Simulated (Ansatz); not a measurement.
Mg:

```
CELL_PARAMETERS angstrom
0.00000 2.24426 2.24426
2.24426 0.00000 2.24426
2.24426 2.24426 0.00000
ATOMIC_POSITIONS crystal
Mg 0.00000 0.00000 0.00000
```

This isn't the form of Mg at room conditions, which is hcp.

| Item | Value |
| --- | --- |
| Program | Ansatz 0.2.0 |
| Task | relaxation of cell and atoms |
| Functional | LDA |
| Potentials or basis | Ansatz PAW |
| Cutoff | 420 eV (not typed: the program's choice for these potentials) |
| k mesh | 10 × 10 × 10 |
| Occupations | fermi-dirac, width 0.05 eV |
| Spin | no spin polarisation |

At the start: volume 22.61 Å³/atom.

Question: How do energy, volume and symmetry change on relaxing?

Answer: It ends after 4 steps and the volume is 21.75 Å³/atom (-3.8 %); space group Fm-3m (No. 225, to 0.05 Å).

Step by step:
| step | energy change (eV) | largest force (eV/Å) | volume (Å³) |
| --- | --- | --- | --- |
| 1 | 0.0000 | 0.0000 | 22.61 |
| 2 | -0.0036 | 0.0000 | 21.96 |
| 3 | -0.0038 | 0.0000 | 21.75 |
| 4 | -0.0038 | 0.0000 | 21.75 |

Final structure:
```cif
data_structure
_symmetry_space_group_name_H-M 'P 1'
_symmetry_Int_Tables_number 1
_cell_length_a 3.1331
_cell_length_b 3.1331
_cell_length_c 3.1331
_cell_angle_alpha 60.000
_cell_angle_beta 60.000
_cell_angle_gamma 60.000
_cell_volume 21.75
loop_
_atom_site_label
_atom_site_type_symbol
_atom_site_fract_x
_atom_site_fract_y
_atom_site_fract_z
_atom_site_occupancy
Mg1 Mg 0.00000 0.00000 0.00000 1
```

Caveat: the plane-wave basis is chosen anew once the cell has moved, so the energies of steps on either side of that aren't comparable; the PAW data sets come from PBE, with cores solved anew for the run's functional, which leaves a small shift of forces and pressure.
